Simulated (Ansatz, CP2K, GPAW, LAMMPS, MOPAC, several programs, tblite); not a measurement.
**RbCl: cheap methods against density-functional theory**

Aim: run RbCl through methods of unlike cost and see what each gets, and at what price.

Method: no spin polarisation, static lattice; gaps from single points on the cell relaxed beforehand with r²SCAN, in LAMMPS, MOPAC, tblite, CP2K, GPAW, Ansatz (versions at each run).

4 further runs of the same task are left out: 4 set aside as unsound or not needed.

## (1) The structure to begin with

The structure is cubic, space group Fm-3m (No. 225). Conventional cell: a = 6.612 Å, b = 6.612 Å, c = 6.612 Å, α = 90.00°, β = 90.00°, γ = 90.00°. Rb (site symmetry m-3m) has 6 Cl at 3.31 Å as nearest neighbours. Around Cl (site symmetry m-3m) lie 6 Rb at 3.31 Å.

Structure file:

```cif
data_structure
_symmetry_space_group_name_H-M 'P 1'
_symmetry_Int_Tables_number 1
_cell_length_a 4.6751
_cell_length_b 4.6751
_cell_length_c 4.6751
_cell_angle_alpha 60.000
_cell_angle_beta 60.000
_cell_angle_gamma 60.000
_cell_volume 72.25
loop_
_atom_site_label
_atom_site_type_symbol
_atom_site_fract_x
_atom_site_fract_y
_atom_site_fract_z
_atom_site_occupancy
Rb1 Rb 0.00000 0.00000 0.00000 1
Cl1 Cl 0.50000 0.50000 0.50000 1
```

The structure type (rocksalt) is imposed and need not be the compound's stable one.

**Question.** The methods are ffield.eim, PM6, PM7, GFN1-xTB (tblite), GFN2-xTB (tblite), PBE/DZVP, PBE/single-zeta, PBE/SZV, coarse PBE, GLLB-SC, PBE, r2SCAN. What gap does r2SCAN give on this cell, and which other methods (full PBE left aside) come nearest to r2SCAN and farthest in gap, volume and bulk modulus?

```
                                               quantity                                  value
                                                 r2SCAN  gap 5.56 eV, 36.13 Å³/atom, B₀ 17 GPa
         gap: nearest and farthest of the other methods  coarse PBE (-0.60 eV), PM6 (+6.05 eV)
      volume: nearest and farthest of the other methods  ffield.eim (-2.0 %), PBE/SZV (+6.3 %)
bulk modulus: nearest and farthest of the other methods    PBE/SZV (+6 %), ffield.eim (+777 %)
```

**Reading.** Among the 8 methods compared for the gap (full PBE left aside), coarse PBE is nearest to r2SCAN and PM6 farthest. Among the 4 methods compared for the volume (full PBE left aside), ffield.eim is nearest to r2SCAN and PBE/SZV farthest. Among the 4 methods compared for the bulk modulus (full PBE left aside), PBE/SZV is nearest to r2SCAN and ffield.eim farthest. A minimal basis or a coarse cutoff and mesh shifts results by its own error, so closeness to r2SCAN can be chance. Cluster runs see only the k-points that fold onto the zone centre, so their gaps can miss the band edges. GLLB-SC is compared with its derivative discontinuity added. GFN1-xTB (tblite) ended in an unphysical state and is left out of the comparison. No volume is given for PM6, PM7, GFN2-xTB (tblite), PBE/single-zeta, which can hide a larger miss. CPU times run from 0.1 s (ffield.eim) to 19 s (PBE/DZVP). On this cell PM6, PBE/DZVP, PBE/single-zeta, PBE/SZV, GLLB-SC cost more than r2SCAN itself (3.6 s), so they are no saving here. PM7 disagrees with r2SCAN even on whether there is a gap. r2SCAN is a yardstick, not the truth: it usually gives gaps below the measured ones.
